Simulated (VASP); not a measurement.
# PbS (Galena) (Fm-3m) in VASP: notebook

One crystal, PbS (Galena), is run at these levels: PBEsol; tasks: single point.

Program: VASP 6.6.1. These are calculated values, not measurements. Logs are shortened: lines on timing, memory, paths and dates and some standing lists are left out, and cuts for length are marked.

**1. The structure**

It takes space group Fm-3m (No. 225, cubic). The conventional cell has a = 5.931 Å, b = 5.931 Å, c = 5.931 Å, α = 90.00°, β = 90.00°, γ = 90.00°. Around Pb (site symmetry m-3m) lie 6 S at 2.97 Å. S (site symmetry m-3m) is surrounded by 6 Pb at 2.97 Å.

**2. Single point, PBEsol**

Contents of INCAR:

```
SYSTEM = PbS
  PREC = Accurate
  ENCUT = 900
  EDIFF = 1E-7
  ISMEAR = 0
  SIGMA = 0.05
  LREAL = .False.
  LASPH = .True.
  NELM = 100
  ALGO = Normal
  ISIF = 2
  LWAVE = .False.
  LCHARG = .False.
  GGA = PS
  ADDGRID = .False.
```

Contents of KPOINTS:

```
Automatic mesh
0
Gamma
  4 4 4
  0 0 0
```

Contents of POSCAR:

```
PbS
1.0
    0.0000000000      2.9657500000      2.9657500000
    2.9657500000      0.0000000000      2.9657500000
    2.9657500000      2.9657500000      0.0000000000
Pb S
1 1
Direct
    0.0000000000      0.0000000000      0.0000000000
    0.5000000000      0.5000000000      0.5000000000
```

Potentials or basis: VASP PAW PBE potentials, release 64 (Pb_d, S).

On the command line:

```
cat potpaw_PBE.64/Pb_d/POTCAR potpaw_PBE.64/S/POTCAR > POTCAR
mpirun -np 1 vasp_std > vasp.out
```

OUTCAR:

```text
SYSTEM = PbS
   PREC = Accurate
   ENCUT = 900
   EDIFF = 1E-7
   ISMEAR = 0
   LREAL = .False.
   LASPH = .True.
   NELM = 100
   ISIF = 2
   GGA = PS

 Found      8 irreducible k-points:

 Following reciprocal coordinates:
            Coordinates               Weight
  0.000000  0.000000  0.000000      1.000000
  0.250000  0.000000  0.000000      8.000000
  0.500000  0.000000  0.000000      4.000000
  0.250000  0.250000  0.000000      6.000000
  0.500000  0.250000  0.000000     24.000000
 -0.250000  0.250000  0.000000     12.000000
   k-points           NKPTS =      8   k-points in BZ     NKDIM =      8   number of bands    NBANDS=     14
   number of dos      NEDOS =    301   number of ions     NIONS =      2
   total plane-waves  NPLWV =  74088
   dimension x,y,z NGX =    42 NGY =   42 NGZ =   42
   dimension x,y,z NGXF=    84 NGYF=   84 NGZF=   84
   ions per type =               1   1
   NGX,Y,Z   is equivalent  to a cutoff of  16.65, 16.65, 16.65 a.u.
   NGXF,Y,Z  is equivalent  to a cutoff of  33.30, 33.30, 33.30 a.u.
 SYSTEM =  PbS
   PREC   = accura    normal or accurate (medium, high low for compatibility)
   ISTART =      0    job   : 0-new  1-cont  2-samecut
   ICHARG =      2    charge: 1-file 2-atom 10-const
   ISPIN  =      1    spin polarized calculation?
   LNONCOLLINEAR =      F non collinear calculations
   LSORBIT =      F    spin-orbit coupling
   LASPH  =      T    aspherical Exc in radial PAW
   ENCUT  =  900.0 eV  66.15 Ry    8.13 a.u.  10.26 10.26 10.26*2*pi/ulx,y,z
   NELM   =    100;   NELMIN=  2; NELMDL= -5     # of ELM steps
   EDIFF  = 0.1E-06   stopping-criterion for ELM
   LREAL  =      F    real-space projection
   EDIFFG = 0.1E-05   stopping-criterion for IOM
   NSW    =      0    number of steps for IOM
   IBRION =     -1    ionic relax: 0-MD 1-quasi-New 2-CG
   NFREE  =      0    steps in history (QN), initial steepest desc. (CG)
   ISIF   =      2    stress and relaxation
   ISYM   =      2    0-nonsym 1-usesym 2-fastsym
   POTIM  = 0.5000    time-step for ionic-motion
   TEBEG  =    0.0;   TEEND  =   0.0 temperature during run
   PSTRESS=    0.0 pullay stress
   NELECT =      20.0000    total number of electrons
   NUPDOWN=      -1.0000    fix difference up-down
   EMIN   =  10.00;   EMAX   =-10.00  energy-range for DOS
   EFERMI =   0.00;   METHOD = LEGACY
   ISMEAR =     0;   SIGMA  =   0.05  broadening in eV -4-tet -1-fermi 0-gaus
   EFERMI_NEDOS =   21; number of points for ismear=-14 and -15
   IALGO  =     38    algorithm
   IMIX   =      4    mixing-type and parameters
     AMIX     =   0.40;   BMIX     =  1.00
     AMIX_MAG =   1.60;   BMIX_MAG =  1.00
  volume/ion in A,a.u.               =      26.09       176.04
  Fermi-wavevector in a.u.,A,eV,Ry     =   1.189251  2.247359 19.242973  1.414319
  Thomas-Fermi vector in A             =   2.325363
   LORBIT       =      0    0 simple, 1 ext, 2 COOP (PROOUT), +10 PAW based schemes
   GGA     = PS    functional components
   LHFCALC =     F    Hartree Fock is set to
   AEXX    =    0.0000 exact exchange contribution
   IVDW    =     0    specifies the selected vdW correction
   LEPSILON=     F    determine dielectric tensor
   LRPA    =     F    only Hartree local field effects (RPA)
 non-spin polarized calculation
 Gauss-broadening in eV      SIGMA  =   0.05
  energy-cutoff  :      900.00
  volume of cell :       52.17
 maximum number of plane-waves:      3250
 NGX is ok and might be reduce to    42
   NGX = 21   NGY = 21   NGZ = 21

 number of electron      20.0000001 magnetization

 Free energy of the ion-electron system (eV)
  ---------------------------------------------------
  ext. energy  EPLUGINS =         0.00000000
  ---------------------------------------------------
  free energy    TOTEN  =        -9.44232628 eV

  energy without entropy =       -9.44232105  energy(sigma->0) =       -9.44232366

 E-fermi :   5.8129     XC(G=0):  -9.8889

 val. band max:        5.6853477282   @ k =   0.5000   0.0000   0.0000
 cond. band min:       5.9405502199   @ k =   0.5000   0.0000   0.0000
 fundamental gap:      0.2552024916
 Fermi energy:         5.8129489640

 k-point     1 :       0.0000    0.0000    0.0000
  band No.  band energies     occupation
      1     -11.0541      2.00000
      2     -11.0541      2.00000
      3     -11.0541      2.00000
      4     -11.0411      2.00000
      5     -11.0411      2.00000
      6      -7.9175      2.00000
      7      -0.3716      2.00000
      8       3.5153      2.00000
      9       3.5153      2.00000
     10       3.5153      2.00000
     11      10.8477      0.00000
     12      10.8477      0.00000
     13      10.8477      0.00000
     14      12.3309      0.00000

 k-point     2 :       0.2500    0.0000    0.0000
  band No.  band energies     occupation
      1     -11.0599      2.00000
      2     -11.0599      2.00000
      3     -11.0521      2.00000
      4     -11.0276      2.00000
      5     -11.0276      2.00000
      6      -7.4067      2.00000
      7      -1.8037      2.00000
      8       3.6767      2.00000
      9       3.6767      2.00000
     10       4.5043      2.00000
     11       7.9589      0.00000
     12       8.8456      0.00000
     13       8.8456      0.00000
     14      12.4066      0.00000

 k-point     3 :       0.5000    0.0000    0.0000
  band No.  band energies     occupation
      1     -11.0749      2.00000
      2     -11.0749      2.00000
      3     -11.0512      2.00000
      4     -11.0046      2.00000
      5     -11.0046      2.00000
      6      -6.6490      2.00000
      7      -3.2109      2.00000
      8       3.9114      2.00000
      9       3.9114      2.00000
     10       5.6853      1.99969
     11       5.9406      0.00031
     12       7.5821      0.00000
     13       7.5821      0.00000
     14      14.1748      0.00000

 k-point     4 :       0.2500    0.2500    0.0000
  band No.  band energies     occupation
      1     -11.1014      2.00000
      2     -11.0673      2.00000
      3     -11.0279      2.00000
      4     -11.0236      2.00000
      5     -11.0236      2.00000
      6      -7.2135      2.00000
      7      -1.5682      2.00000
      8       2.8392      2.00000
      9       2.8392      2.00000
     10       3.9413      2.00000
     11       8.0634      0.00000
     12      10.2928      0.00000
     13      10.5546      0.00000
     14      10.5546      0.00000

 k-point     5 :       0.5000    0.2500    0.0000
  band No.  band energies     occupation
      1     -11.1332      2.00000
      2     -11.0558      2.00000
      3     -11.0428      2.00000
      4     -11.0144      2.00000
      5     -11.0002      2.00000
      6      -6.4483      2.00000
      7      -2.5357      2.00000
      8       1.8808      2.00000
      9       2.8885      2.00000
     10       3.4405      2.00000
     11       8.4616      0.00000
     12       9.4577      0.00000
     13       9.9316      0.00000
     14      11.8995      0.00000

 k-point     6 :      -0.2500    0.2500    0.0000
  band No.  band energies     occupation
      1     -11.0909      2.00000
      2     -11.0580      2.00000
      3     -11.0396      2.00000
      4     -11.0224      2.00000
      5     -11.0212      2.00000
      6      -6.7194      2.00000
      7      -2.5481      2.00000
      8       1.9431      2.00000
      9       3.7851      2.00000
     10       4.8657      2.00000
     11       7.0456      0.00000
     12       8.0676      0.00000
     13       9.8705      0.00000
     14      13.9016      0.00000

 [... further k-points ...]
[... 5 lines left out ...]
  --------------------------------------------------------------------------------------
  -------------------------------------------------------------------------------------
  Total       -0.2402409     -0.2402409     -0.2402409     -0.0000000      0.0000000      0.0000000
  in kB       -7.3777499     -7.3777499     -7.3777499     -0.0000000      0.0000000      0.0000000
  external PRESSURE =      -7.3777499 kB  Pullay stress =       0.0000000 kB

 VOLUME and BASIS-vectors are now :
 -----------------------------------------------------------------------------
  energy-cutoff  :      900.00
  volume of cell :       52.17
      direct lattice vectors                 reciprocal lattice vectors
     0.000000000  2.965750000  2.965750000    -0.168591419  0.168591419  0.168591419
     2.965750000  0.000000000  2.965750000     0.168591419 -0.168591419  0.168591419
     2.965750000  2.965750000  0.000000000     0.168591419  0.168591419 -0.168591419

 POSITION                                       TOTAL-FORCE (eV/Angst)
 -----------------------------------------------------------------------------------
      0.00000      0.00000      0.00000         0.000000      0.000000     -0.000000
      2.96575      2.96575      2.96575        -0.000000     -0.000000      0.000000
 -----------------------------------------------------------------------------------
    total drift:                               -0.000000     -0.000000     -0.000000

  FREE ENERGIE OF THE ION-ELECTRON SYSTEM (eV)
  ---------------------------------------------------
  free  energy   TOTEN  =        -9.4423262810 eV

  energy  without entropy=       -9.4423210472  energy(sigma->0) =       -9.44232366
```

Run time: 8.3 s. Hardware: 1 thread of Intel Xeon 6975P-C (Granite Rapids), shared host; peak memory 0.25 GiB.

These settings aren't checked as converged: the numbers below hold their error.

What came out:

* Free energy: -9.4423 eV
* Pressure: -0.7 GPa
* Band gap on the k mesh: 0.26 eV, direct

Caveat: the k mesh is coarse (spacing up to 0.46 Å⁻¹), so the values aren't converged; the PAW data sets were made with another functional, which shifts forces and pressure a little; spin-orbit coupling is left out, which as a rule narrows the gap of such compounds by several tenths of an eV.

**3. Single point, PBEsol**

Edit INCAR of step 2 so:

```diff
@@ -2,3 +2,3 @@
   PREC = Accurate
-  ENCUT = 900
+  ENCUT = 200
   EDIFF = 1E-7
```

Contents of KPOINTS:

```
Automatic mesh
0
Gamma
  10 10 10
  0 0 0
```

POSCAR is that of step 2.

Potentials or basis: VASP PAW PBE potentials, release 64 (Pb_d, S).

On the command line:

```
cat potpaw_PBE.64/Pb_d/POTCAR potpaw_PBE.64/S/POTCAR > POTCAR
mpirun -np 1 vasp_std > vasp.out
```

Run time: 4.1 s. Hardware: 1 thread of Intel Xeon 6975P-C (Granite Rapids), shared host; peak memory 0.12 GiB.

The run converged, but a check on its numbers failed (symmetry, net force, bounds or a known fault of this set-up), so they aren't taken as properties of the crystal.

Caveat: the cutoff lies under the usual one of these potentials, so the numbers hold a large basis-set error; the PAW data sets were made with another functional, which shifts forces and pressure a little; spin-orbit coupling is left out, which as a rule narrows the gap of such compounds by several tenths of an eV.

**4. Single point, PBEsol**

Edit INCAR of step 3 so:

```diff
@@ -2,3 +2,3 @@
   PREC = Accurate
-  ENCUT = 200
+  ENCUT = 300
   EDIFF = 1E-7
```

KPOINTS is that of step 3.

POSCAR is that of step 3.

On the command line:

```
cat potpaw_PBE.64/Pb_d/POTCAR potpaw_PBE.64/S/POTCAR > POTCAR
mpirun -np 1 vasp_std > vasp.out
```

Wall time 5 s (1 thread of Intel Xeon 6975P-C (Granite Rapids), shared host); peak memory 0.14 GiB.

The run converged, but some of its settings lie outside the range that counts as converged, so its numbers aren't taken as properties of the crystal.

Results:

* Free energy: -9.4537 eV
* Pressure: -1.3 GPa
* Band gap on the k mesh: 0.26 eV, direct

Caveat: the cutoff is under 1.25 times the usual one of these potentials, so pressure, stress and relaxed cells hold a basis-set (Pulay) error; the PAW data sets were made with another functional, which shifts forces and pressure a little; spin-orbit coupling is left out, which as a rule narrows the gap of such compounds by several tenths of an eV.

**5. Single point, PBEsol**

Edit INCAR of step 4 so:

```diff
@@ -2,3 +2,3 @@
   PREC = Accurate
-  ENCUT = 300
+  ENCUT = 350
   EDIFF = 1E-7
```

KPOINTS is that of step 4.

POSCAR is that of step 4.

Potentials or basis: VASP PAW PBE potentials, release 64 (Pb_d, S).

On the command line:

```
cat potpaw_PBE.64/Pb_d/POTCAR potpaw_PBE.64/S/POTCAR > POTCAR
mpirun -np 1 vasp_std > vasp.out
```

OUTCAR:

```text
SYSTEM = PbS
   PREC = Accurate
   ENCUT = 350
   EDIFF = 1E-7
   ISMEAR = 0
   LREAL = .False.
   LASPH = .True.
   NELM = 100
   ISIF = 2
   GGA = PS

 Found     47 irreducible k-points:

 Following reciprocal coordinates:
            Coordinates               Weight
  0.000000  0.000000  0.000000      1.000000
  0.100000  0.000000  0.000000      8.000000
  0.200000  0.000000  0.000000      8.000000
  0.300000  0.000000  0.000000      8.000000
  0.400000  0.000000  0.000000      8.000000
  0.500000  0.000000  0.000000      4.000000
   k-points           NKPTS =     47   k-points in BZ     NKDIM =     47   number of bands    NBANDS=     14
   number of dos      NEDOS =    301   number of ions     NIONS =      2
   total plane-waves  NPLWV =  21952
   dimension x,y,z NGX =    28 NGY =   28 NGZ =   28
   dimension x,y,z NGXF=    56 NGYF=   56 NGZF=   56
   ions per type =               1   1
   NGX,Y,Z   is equivalent  to a cutoff of  11.10, 11.10, 11.10 a.u.
   NGXF,Y,Z  is equivalent  to a cutoff of  22.20, 22.20, 22.20 a.u.
 SYSTEM =  PbS
   PREC   = accura    normal or accurate (medium, high low for compatibility)
   ISTART =      0    job   : 0-new  1-cont  2-samecut
   ICHARG =      2    charge: 1-file 2-atom 10-const
   ISPIN  =      1    spin polarized calculation?
   LNONCOLLINEAR =      F non collinear calculations
   LSORBIT =      F    spin-orbit coupling
   LASPH  =      T    aspherical Exc in radial PAW
   ENCUT  =  350.0 eV  25.72 Ry    5.07 a.u.   6.40  6.40  6.40*2*pi/ulx,y,z
   NELM   =    100;   NELMIN=  2; NELMDL= -5     # of ELM steps
[... 67 lines left out ...]
      9       3.5188      2.00000
     10       3.5188      2.00000
     11      10.8481      0.00000
     12      10.8481      0.00000
     13      10.8481      0.00000
     14      12.3351      0.00000
[... 71 lines left out ...]
      1     -11.0713      2.00000
      2     -11.0713      2.00000
      3     -11.0476      2.00000
      4     -11.0012      2.00000
      5     -11.0012      2.00000
      6      -6.6453      2.00000
      7      -3.2106      2.00000
      8       3.9153      2.00000
      9       3.9153      2.00000
     10       5.6883      1.99968
     11       5.9426      0.00032
     12       7.5830      0.00000
     13       7.5830      0.00000
     14      14.1803      0.00000

 [... further k-points ...]
[... 5 lines left out ...]
  --------------------------------------------------------------------------------------
  -------------------------------------------------------------------------------------
  Total       -0.3682042     -0.3682042     -0.3682042      0.0000000      0.0000000      0.0000000
  in kB      -11.3074757    -11.3074757    -11.3074757      0.0000000      0.0000000      0.0000000
  external PRESSURE =     -11.3074757 kB  Pullay stress =       0.0000000 kB

 VOLUME and BASIS-vectors are now :
 -----------------------------------------------------------------------------
  energy-cutoff  :      350.00
  volume of cell :       52.17
      direct lattice vectors                 reciprocal lattice vectors
     0.000000000  2.965750000  2.965750000    -0.168591419  0.168591419  0.168591419
     2.965750000  0.000000000  2.965750000     0.168591419 -0.168591419  0.168591419
     2.965750000  2.965750000  0.000000000     0.168591419  0.168591419 -0.168591419

 POSITION                                       TOTAL-FORCE (eV/Angst)
 -----------------------------------------------------------------------------------
      0.00000      0.00000      0.00000         0.000000      0.000000     -0.000000
      2.96575      2.96575      2.96575         0.000000     -0.000000      0.000000
 -----------------------------------------------------------------------------------
    total drift:                                0.000000      0.000000      0.000000

  FREE ENERGIE OF THE ION-ELECTRON SYSTEM (eV)
  ---------------------------------------------------
  free  energy   TOTEN  =        -9.4539136255 eV

  energy  without entropy=       -9.4539132749  energy(sigma->0) =       -9.45391345
```

OSZICAR:

```text
N       E                     dE             d eps       ncg     rms          rms(c)
DAV:   1     0.138397849845E+03    0.13840E+03   -0.80389E+03  1316   0.113E+03
DAV:   2     0.746178410726E+00   -0.13765E+03   -0.13454E+03  1484   0.314E+02
DAV:   3    -0.961742073773E+01   -0.10364E+02   -0.10184E+02  1640   0.913E+01
DAV:   4    -0.985059262325E+01   -0.23317E+00   -0.23310E+00  1570   0.168E+01
DAV:   5    -0.985899820886E+01   -0.84056E-02   -0.84054E-02  1762   0.285E+00    0.435E+00
DAV:   6    -0.945726859802E+01    0.40173E+00   -0.12363E+00  1992   0.912E+00    0.294E+00
DAV:   7    -0.945421755441E+01    0.30510E-02   -0.11815E-01  1448   0.200E+00    0.160E+00
DAV:   8    -0.945411673078E+01    0.10082E-03   -0.11899E-02  1526   0.135E+00    0.172E-01
DAV:   9    -0.945383803571E+01    0.27870E-03   -0.22911E-03  2002   0.452E-01    0.776E-02
DAV:  10    -0.945391447585E+01   -0.76440E-04   -0.19017E-04  1394   0.915E-02    0.352E-02
DAV:  11    -0.945391350546E+01    0.97039E-06   -0.23519E-05  1664   0.598E-02    0.838E-03
DAV:  12    -0.945391367925E+01   -0.17379E-06   -0.17020E-06  1706   0.186E-02    0.312E-03
DAV:  13    -0.945391362551E+01    0.53746E-07   -0.17967E-07  1072   0.471E-03
   1 F= -.94539136E+01 E0= -.94539135E+01  d E =-.350629E-06
```

It took 9.3 s on 1 thread of Intel Xeon 6975P-C (Granite Rapids), shared host; peak memory 0.16 GiB.

These settings aren't checked as converged: the numbers below hold their error.

What came out:

* Free energy: -9.4539 eV
* Pressure: -1.1 GPa
* Band gap on the k mesh: 0.25 eV, direct

Caveat: the PAW data sets were made with another functional, which shifts forces and pressure a little; spin-orbit coupling is left out, which as a rule narrows the gap of such compounds by several tenths of an eV.

**6. Single point, PBEsol**

Edit INCAR of step 5 so:

```diff
@@ -2,3 +2,3 @@
   PREC = Accurate
-  ENCUT = 350
+  ENCUT = 400
   EDIFF = 1E-7
```

KPOINTS is that of step 5.

POSCAR is that of step 5.

Potentials or basis: VASP PAW PBE potentials, release 64 (Pb_d, S).

On the command line:

```
cat potpaw_PBE.64/Pb_d/POTCAR potpaw_PBE.64/S/POTCAR > POTCAR
mpirun -np 1 vasp_std > vasp.out
```

Run time: 9.7 s. Hardware: 1 thread of Intel Xeon 6975P-C (Granite Rapids), shared host; peak memory 0.16 GiB.

These settings aren't checked as converged: the numbers below hold their error.

What came out:

```yaml
Free_energy: -9.4548 eV
Pressure: -0.9 GPa
Band_gap_on_the_k_mesh: 0.25 eV, direct
```

Caveat: the PAW data sets were made with another functional, which shifts forces and pressure a little; spin-orbit coupling is left out, which as a rule narrows the gap of such compounds by several tenths of an eV.
